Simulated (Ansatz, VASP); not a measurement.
**Ga13As13H30 (GaAs wire along [111], 26 atoms a period, H-terminated): VASP beside Ansatz**

One calculation is typed for both programs; each brings its own data sets. How far apart do they land? The structure shown is the start of the Ansatz relaxation below; VASP solves that cell, so the two are compared at the walk's first step.

Main program and level: Ansatz 0.2.0; plane waves, with VASP 6.6.1 beside it; single point at PBE.

### 1. The starting structure

The cell holds 56 atoms: 13 Ga, 13 As and 30 H. Cell: a = 17.512 Å, b = 16.793 Å, c = 9.959 Å, α = 90.0°, β = 90.0°, γ = 90.0°. Vacuum lies along a and b. The structure's axis is c.

### 2. Ansatz: relaxation, PBE

Ansatz runs on its PAW soft_1 files.

The two programs are compared at the cell with which this relaxation starts, whose forces are those of its first step.

Contents of input.yaml:

```yaml
crystal:
  lattice:
    - [17.512, 0.0, 0.0]
    - [0.0, 16.793, 0.0]
    - [0.0, 0.0, 9.9592921435]
  atoms:
    - { symbol: Ga, position: [0.383907983, 0.430957301, 0.0] }
    - { symbol: Ga, position: [0.499995922, 0.640636424, 0.0] }
    - { symbol: As, position: [0.383907983, 0.430957301, 0.25] }
    - { symbol: As, position: [0.499995922, 0.640636424, 0.25] }
    - { symbol: As, position: [0.616083862, 0.430957301, 0.25] }
    - { symbol: H, position: [0.310240521, 0.615096336, 0.280451396] }
    - { symbol: H, position: [0.499995922, 0.272358354, 0.280451396] }
    - { symbol: H, position: [0.689751324, 0.615096336, 0.280451396] }
    - { symbol: H, position: [0.31163927, 0.387446493, 0.30187785] }
    - { symbol: H, position: [0.499995922, 0.727658041, 0.30187785] }
    - { symbol: H, position: [0.688352575, 0.387446493, 0.30187785] }
    - { symbol: Ga, position: [0.383907983, 0.570743383, 0.333333333] }
    - { symbol: Ga, position: [0.499995922, 0.36106426, 0.333333333] }
    - { symbol: Ga, position: [0.616083862, 0.570743383, 0.333333333] }
    - { symbol: As, position: [0.383907983, 0.570743383, 0.583333333] }
    - { symbol: As, position: [0.499995922, 0.36106426, 0.583333333] }
    - { symbol: As, position: [0.616083862, 0.570743383, 0.583333333] }
    - { symbol: H, position: [0.194152581, 0.545203295, 0.613784729] }
    - { symbol: H, position: [0.267820043, 0.412144435, 0.613784729] }
    - { symbol: H, position: [0.310240521, 0.335524172, 0.613784729] }
    - { symbol: H, position: [0.310240521, 0.754882418, 0.613784729] }
    - { symbol: H, position: [0.383907983, 0.202465313, 0.613784729] }
    - { symbol: H, position: [0.457575445, 0.754882418, 0.613784729] }
    - { symbol: H, position: [0.542416399, 0.754882418, 0.613784729] }
    - { symbol: H, position: [0.616083862, 0.202465313, 0.613784729] }
    - { symbol: H, position: [0.689751324, 0.754882418, 0.613784729] }
    - { symbol: H, position: [0.689751324, 0.335524172, 0.613784729] }
    - { symbol: H, position: [0.732171801, 0.412144435, 0.613784729] }
    - { symbol: H, position: [0.805839263, 0.545203295, 0.613784729] }
    - { symbol: Ga, position: [0.267820043, 0.500850342, 0.666666667] }
    - { symbol: Ga, position: [0.383907983, 0.291171219, 0.666666667] }
    - { symbol: Ga, position: [0.383907983, 0.710529464, 0.666666667] }
    - { symbol: Ga, position: [0.499995922, 0.500850342, 0.666666667] }
    - { symbol: Ga, position: [0.616083862, 0.710529464, 0.666666667] }
    - { symbol: Ga, position: [0.616083862, 0.291171219, 0.666666667] }
    - { symbol: Ga, position: [0.732171801, 0.500850342, 0.666666667] }
    - { symbol: As, position: [0.267820043, 0.500850342, 0.916666667] }
    - { symbol: As, position: [0.383907983, 0.291171219, 0.916666667] }
    - { symbol: As, position: [0.383907983, 0.710529464, 0.916666667] }
    - { symbol: As, position: [0.499995922, 0.500850342, 0.916666667] }
    - { symbol: As, position: [0.616083862, 0.710529464, 0.916666667] }
    - { symbol: As, position: [0.616083862, 0.291171219, 0.916666667] }
    - { symbol: As, position: [0.732171801, 0.500850342, 0.916666667] }
    - { symbol: H, position: [0.19555133, 0.457339533, 0.968544517] }
    - { symbol: H, position: [0.267820043, 0.587871959, 0.968544517] }
    - { symbol: H, position: [0.31163927, 0.247660411, 0.968544517] }
    - { symbol: H, position: [0.31163927, 0.667018656, 0.968544517] }
    - { symbol: H, position: [0.383907983, 0.797551081, 0.968544517] }
    - { symbol: H, position: [0.456176696, 0.247660411, 0.968544517] }
    - { symbol: H, position: [0.543815149, 0.247660411, 0.968544517] }
    - { symbol: H, position: [0.616083862, 0.797551081, 0.968544517] }
    - { symbol: H, position: [0.688352575, 0.667018656, 0.968544517] }
    - { symbol: H, position: [0.688352575, 0.247660411, 0.968544517] }
    - { symbol: H, position: [0.732171801, 0.587871959, 0.968544517] }
    - { symbol: H, position: [0.804440514, 0.457339533, 0.968544517] }
    - { symbol: Ga, position: [0.616083862, 0.430957301, 0.0] }
kpoints:
  mp_grid: { grid: [1, 1, 9] }
scf:
  occupations: { method: fermi_dirac, width: 0.05 }
hamiltonian:
  xc: pbe
  pseudopotentials: { kind: paw, azcp: { folder: soft_1 } }
relax:
  cell: { fix: [a, b, alpha, beta, gamma] }
  max_steps: 45
  f_tol: 0.03
```

Launch:

```sh
> ansatz run input.yaml --threads 4 --pin off --max-ram 16384MiB --backend cpu --events-out ev --progress --plain --runs-dir out
```

Numbers of over 12 decimals in the logs are rounded to 6 here.

Output:

```text
Engine: ansatz 0.2.0, aarch64-unknown-linux-gnu
Pseudopotentials: kind: paw
Pseudopotential: Ga, paw, valence charge 13, recommended cutoff 420 eV (normal), soft_1/Ga.paw.azcp
Pseudopotential: As, paw, valence charge 15, recommended cutoff 420 eV (normal), soft_1/As.paw.azcp
Pseudopotential: H, paw, valence charge 1, recommended cutoff 420 eV (normal), soft_1/H.paw.azcp
Functional definition: PBE
  parameter kappa = 0.804
  parameter beta = 0.066725
  exchange = pbe_x(kappa = kappa, mu = beta*pi^2/3)
  correlation = pbe_c(beta = beta)
Crystal: 56 atoms, lattice volume = 2928.819 Å³
Basis set: ecut = 420 eV, 57287 PW (Γ), exchange–correlation on 240×240×144 points (8 copies of the dense FFT grid, shifted against one another)
Bands: 253, of which v1, the nominal top of the filled ones, is band 197 counted from 1 (196 counted from 0)
Symmetry: 2 space group operations
Space group: Pm (ITA 6), of the structure as read, at distance tolerance 1.4e-4 Å
k-points: 5 of 9 (time reversal used)
Non-local potential: Ga, projectors of the file, l = 0: 2, l = 1: 2, l = 2: 3, l = 3: 1
Non-local potential: As, projectors of the file, l = 0: 2, l = 1: 2, l = 2: 3, l = 3: 1
Non-local potential: H, projectors of the file, l = 0: 2, l = 1: 1
PAW form: soft (Blöchl's): semilocal exchange-correlation on the pseudo side does not see the compensation charge
PAW one-centre angular grid: Ga, 590 points (default); XC on 64 Gauss nodes
PAW one-centre angular grid: As, 590 points (default); XC on 64 Gauss nodes
PAW one-centre angular grid: H, 110 points (default); XC on 64 Gauss nodes
Initial density: superposition of atomic densities (neutral atoms: chi_scale 0, normalization atom)
Initial wavefunctions: pseudopotential atomic-orbital guess
Functional: x = pbe(κ = 0.804, μ = 0.219515), c = pbe(β = 0.066725)
SCF iter   1: F=—  HF=-112790.693446 eV  |F-HF|=—  |Δ(HF+E_count)|=         —  Δρ=3.22e-2  dr2=3.23e1  ethr=3.10e-3  ⟨swp⟩=6.0  Hψ=5178  notcnv=0  defer=122
preconditioner: auto → Resta (q_TF=auto, 1.953 Å⁻¹)  ε∞=1.6  [insulator: Δε(μ)=2.557 eV  Ē_g=13.841 eV  σ=0.050 eV  W_gap=1.00  n_scr=370 (ndim 8)  ℏωp=11.1 eV  f_vac=0.637  D(μ)=0.00/eV (n_scr^D=0)  ε∞_Penn≈1.6  vacuum switching on, ρ_ref=1.4e-2 e/Å³]
SCF iter   2: F=—  HF=-112781.832282 eV  |F-HF|=—  |Δ(HF+E_count)|=    8.86e0  Δρ=1.38e-2  dr2=5.39e0  ethr=3.10e-3  ⟨swp⟩=3.0  Hψ=1796  notcnv=0  defer=237
SCF iter   3: F=—  HF=-112780.816487 eV  |F-HF|=—  |Δ(HF+E_count)|=    1.02e0  Δρ=4.08e-3  dr2=1.24e0  ethr=1.37e-3  ⟨swp⟩=3.0  Hψ=2207  notcnv=0  defer=234
SCF iter   4: F=—  HF=-112780.508533 eV  |F-HF|=—  |Δ(HF+E_count)|=   3.08e-1  Δρ=1.42e-3  dr2=7.09e-2  ethr=3.16e-4  ⟨swp⟩=4.2  Hψ=1821  notcnv=0  defer=234
SCF iter   5: F=—  HF=-112780.509095 eV  |F-HF|=—  |Δ(HF+E_count)|=   5.61e-4  Δρ=5.22e-4  dr2=8.61e-3  ethr=1.80e-5  ⟨swp⟩=3.0  Hψ=2335  notcnv=0  defer=240
SCF iter   6: F=—  HF=-112780.509746 eV  |F-HF|=—  |Δ(HF+E_count)|=   6.52e-4  Δρ=1.88e-4  dr2=1.06e-3  ethr=2.18e-6  ⟨swp⟩=2.0  Hψ=1860  notcnv=0  defer=240
SCF iter   7: F=—  HF=-112780.510285 eV  |F-HF|=—  |Δ(HF+E_count)|=   5.39e-4  Δρ=6.20e-5  dr2=2.00e-4  ethr=2.69e-7  ⟨swp⟩=2.0  Hψ=1685  notcnv=0  defer=240
SCF iter   8: F=—  HF=-112780.510344 eV  |F-HF|=—  |Δ(HF+E_count)|=   5.88e-5  Δρ=1.90e-5  dr2=1.34e-5  ethr=5.07e-8  ⟨swp⟩=2.0  Hψ=1860  notcnv=0  defer=240
SCF iter   9: F=—  HF=-112780.510226 eV  |F-HF|=—  |Δ(HF+E_count)|=   1.18e-4  Δρ=9.80e-6  dr2=2.72e-6  ethr=3.40e-9  ⟨swp⟩=2.0  Hψ=1610  notcnv=0  defer=240
SCF iter  10: F=—  HF=-112780.510229 eV  |F-HF|=—  |Δ(HF+E_count)|=   2.35e-6  Δρ=2.80e-6  dr2=4.75e-7  ethr=6.89e-10  ⟨swp⟩=2.0  Hψ=1685  notcnv=0  defer=240
SCF iter  11: F=-112780.510229 eV  HF=-112780.510229 eV  |F-HF|=1.20e-8  |Δ(HF+E_count)|=   2.83e-7  Δρ=8.81e-7  dr2=3.45e-8  ethr=2.54e-11  ⟨swp⟩=4.0  Hψ=4090  notcnv=0
SCF 1 converged in 11 iterations: F = -112780.510229 eV  dr2 = 3.45e-8
  greatest PAW one-centre occupation: 0.999 electrons in one spin orbital (limit 2), on the As atom at site 42 (counted from 0), in its partial waves of l = 2
relax step   1: F+E_penalty+E_count = -112780.51022909 eV  Δ(F+E_penalty+E_count) = +0.000e0 eV  max|allowed force component| = 1.186e0 eV/Å  Δτ_max = 0.0000 Å  P = -0.050 GPa  Ω = 2928.819 Å³  fix = [a, b, alpha, beta, gamma]  reactions: a -0.066, b -0.064 GPa; alpha -0.001 GPa/rad  (11 SCF iters, dr2 threshold 1.00e-7 eV, accepted)
Crystal: 56 atoms, lattice volume = 2929.546 Å³
Basis set: ecut = 420 eV, 57295 PW (Γ), exchange–correlation on 240×240×144 points (8 copies of the dense FFT grid, shifted against one another)
Initial density: handed on by an earlier stage of this run
Initial wavefunctions: those handed on with the density
iter 1 solved again at ethr=4.66e-4 eV; its pass at ethr=3.10e-3 eV (dr2=1.84e0 eV) is discarded
[...]
E sigma→0 (E₀):  -112784.348833 eV
Fermi energy:    -1.463016 eV
--- Per-component energies (eV) ---
  E_band       = -7940.183445
  E_kinetic    = 3095.450794
  E_local      = -208412.599461  (includes V_loc(G=0)·N_el)
  E_nonlocal   = -6301.138114
  E_hartree    = 106228.751100
  E_xc         = -1988.691422
  E_vxc        = -2007.295342  (∫ρ·V_xc dr)
  E_paw        = -52080.943124  (= ΣΔE_a)
  E_vpaw       = -6772.069384  (= ΣTr[D̂ρ^β])
  E_aug_tail   = -0.031007  (compensation charges beyond the density's cutoff)
  E_ewald      = 46674.852400
  E_smearing   = -0.000000  (= −TS)
  E_closure    = -0.000000  (closes the sum)
  Σ components = -112784.348833   (vs F -112784.348833, Δ=0.00e0)
--- Forces (eV/Å), atoms counted from 1 ---
  atom   1  Ga    -0.00246180    -0.00157655    -0.00134476
  atom   2  Ga     0.00000000     0.00213022    -0.00050603
  atom   3  As    -0.00243948    -0.00068140     0.00245208
  atom   4  As     0.00000000     0.00260341     0.00234547
  atom   5  As     0.00243948    -0.00068140     0.00245208
  atom   6  H      0.00085372    -0.00052606    -0.00179832
  atom   7  H      0.00000000     0.00113418    -0.00183979
  atom   8  H     -0.00085372    -0.00052606    -0.00179832
  atom   9  H     -0.00053665    -0.00083815    -0.00337888
  atom  10  H      0.00000000     0.00101693    -0.00349770
  atom  11  H      0.00053665    -0.00083815    -0.00337888
  atom  12  Ga     0.00017199    -0.00017248     0.00314256
  atom  13  Ga    -0.00000000    -0.00076220     0.00330232
  atom  14  Ga    -0.00017199    -0.00017248     0.00314256
  atom  15  As     0.00230462    -0.00097037    -0.00296028
  atom  16  As     0.00000000     0.00314419    -0.00333613
  atom  17  As    -0.00230462    -0.00097037    -0.00296028
  atom  18  H     -0.00241077     0.00211450     0.00200499
  atom  19  H      0.00177117     0.00040410     0.00154803
  atom  20  H      0.00088921     0.00174617     0.00061855
  atom  21  H     -0.00317351     0.00096923     0.00219733
  atom  22  H      0.00076292    -0.00313815     0.00225117
  atom  23  H      0.00073851    -0.00161185     0.00098149
  atom  24  H     -0.00073851    -0.00161185     0.00098149
[...]
atom  49  H     -0.00115340    -0.00138172    -0.00112370
  atom  50  H      0.00115340    -0.00138172    -0.00112370
  atom  51  H      0.00011586    -0.00111226    -0.00046882
  atom  52  H      0.00032051     0.00134134    -0.00130019
  atom  53  H     -0.00110264     0.00057700    -0.00036534
  atom  54  H      0.00200209     0.00019609    -0.00195378
  atom  55  H     -0.00106662     0.00040624    -0.00009961
  atom  56  Ga     0.00246180    -0.00157655    -0.00134476
  max |Σ_I F_I| component: 1.35e-6 eV/Å
--- Stress (GPa, compression-positive) ---
        0.006115       0.000000      -0.000000
        0.000000       0.006112      -0.000024
       -0.000000      -0.000024      -0.002654
  P = ⅓ Tr σ = 0.0032 GPa (0.032 kbar)
--- Relaxed structure (9 steps of the walk, 8 accepted, 1 SCFs on fresh bases) ---
  F+E_penalty+E_count = -112784.34883290 eV   max|allowed force component| = 3.818e-3 eV/Å   (the final SCF, on the basis selected at the relaxed cell)
  cell:  # Å, volume = 2904.7370 Å³
    - [17.512, 0.0, 0.0]
    - [0.0, 16.793, 0]
    - [0.0, 0, 9.877403]
  atoms:
    - { symbol: Ga, position: [0.386157, 0.432424, 0.0078319] }
    - { symbol: Ga, position: [0.500000, 0.638040, 0.00779762] }
    - { symbol: As, position: [0.391653, 0.435597, 0.256665] }
    - { symbol: As, position: [0.500000, 0.631327, 0.256659] }
    - { symbol: As, position: [0.608347, 0.435597, 0.256665] }
    - { symbol: H, position: [0.306643, 0.617196, 0.274773] }
    - { symbol: H, position: [0.500000, 0.267978, 0.274759] }
    - { symbol: H, position: [0.693357, 0.617196, 0.274773] }
    - { symbol: H, position: [0.319241, 0.392010, 0.298937] }
    - { symbol: H, position: [0.500000, 0.718483, 0.299103] }
    - { symbol: H, position: [0.680759, 0.392010, 0.298937] }
    - { symbol: Ga, position: [0.376753, 0.575058, 0.343055] }
    - { symbol: Ga, position: [0.500000, 0.352397, 0.342972] }
    - { symbol: Ga, position: [0.623247, 0.575058, 0.343055] }
    - { symbol: As, position: [0.380855, 0.572521, 0.591619] }
    - { symbol: As, position: [0.500000, 0.357336, 0.591565] }
    - { symbol: As, position: [0.619145, 0.572521, 0.591619] }
    - { symbol: H, position: [0.192967, 0.582966, 0.637725] }
    - { symbol: H, position: [0.242034, 0.427556, 0.596709] }
    - { symbol: H, position: [0.310266, 0.304120, 0.596131] }
    - { symbol: H, position: [0.278162, 0.736870, 0.637860] }
    - { symbol: H, position: [0.414880, 0.182365, 0.638223] }
    - { symbol: H, position: [0.431747, 0.770324, 0.596279] }
    - { symbol: H, position: [0.568253, 0.770324, 0.596279] }
    - { symbol: H, position: [0.585120, 0.182365, 0.638223] }
    - { symbol: H, position: [0.721838, 0.736870, 0.637860] }
    - { symbol: H, position: [0.689734, 0.304120, 0.596131] }
    - { symbol: H, position: [0.757966, 0.427556, 0.596709] }
    - { symbol: H, position: [0.807033, 0.582966, 0.637725] }
    - { symbol: Ga, position: [0.253262, 0.514750, 0.646941] }
    - { symbol: Ga, position: [0.388275, 0.270935, 0.646928] }
    - { symbol: Ga, position: [0.365004, 0.716682, 0.646902] }
    - { symbol: Ga, position: [0.500000, 0.500829, 0.658366] }
    - { symbol: Ga, position: [0.634996, 0.716682, 0.646902] }
    - { symbol: Ga, position: [0.611725, 0.270935, 0.646928] }
    - { symbol: Ga, position: [0.746738, 0.514750, 0.646941] }
    - { symbol: As, position: [0.270194, 0.492949, 0.904064] }
    - { symbol: As, position: [0.378357, 0.297457, 0.903887] }
    - { symbol: As, position: [0.391765, 0.712481, 0.903954] }
    - { symbol: As, position: [0.500000, 0.500923, 0.914264] }
    - { symbol: As, position: [0.608235, 0.712481, 0.903954] }
    - { symbol: As, position: [0.621643, 0.297457, 0.903887] }
    - { symbol: As, position: [0.729806, 0.492949, 0.904064] }
    - { symbol: H, position: [0.205595, 0.443876, 0.964777] }
    - { symbol: H, position: [0.255390, 0.567121, 0.988143] }
    - { symbol: H, position: [0.305310, 0.263601, 0.964544] }
    - { symbol: H, position: [0.322758, 0.688917, 0.988145] }
    - { symbol: H, position: [0.400322, 0.795409, 0.964381] }
    - { symbol: H, position: [0.432556, 0.246968, 0.987920] }
    - { symbol: H, position: [0.567444, 0.246968, 0.987920] }
    - { symbol: H, position: [0.599678, 0.795409, 0.964381] }
    - { symbol: H, position: [0.677242, 0.688917, 0.988145] }
    - { symbol: H, position: [0.694690, 0.263601, 0.964544] }
    - { symbol: H, position: [0.744610, 0.567121, 0.988143] }
    - { symbol: H, position: [0.794405, 0.443876, 0.964777] }
    - { symbol: Ga, position: [0.613843, 0.432424, 0.0078319] }
```

The column dr2 measures how far the density is from self-consistency, as an energy; F and HF (Harris–Foulkes) agree once it is small.

[end of part 1 of 2]

[Lines on the potential files, build, host, timing and source positions are cut from VASP's logs without a mark.]

[Logs are printed without paths, hosts, clocks, repeated set-up lines and the standing remarks that a program may print on its own settings, such as how far it seeks lower states.]

[Hosts, paths, dates, database ids (printed as entryN), source tags and the programs' standing remarks are cut or masked in the printed files.]
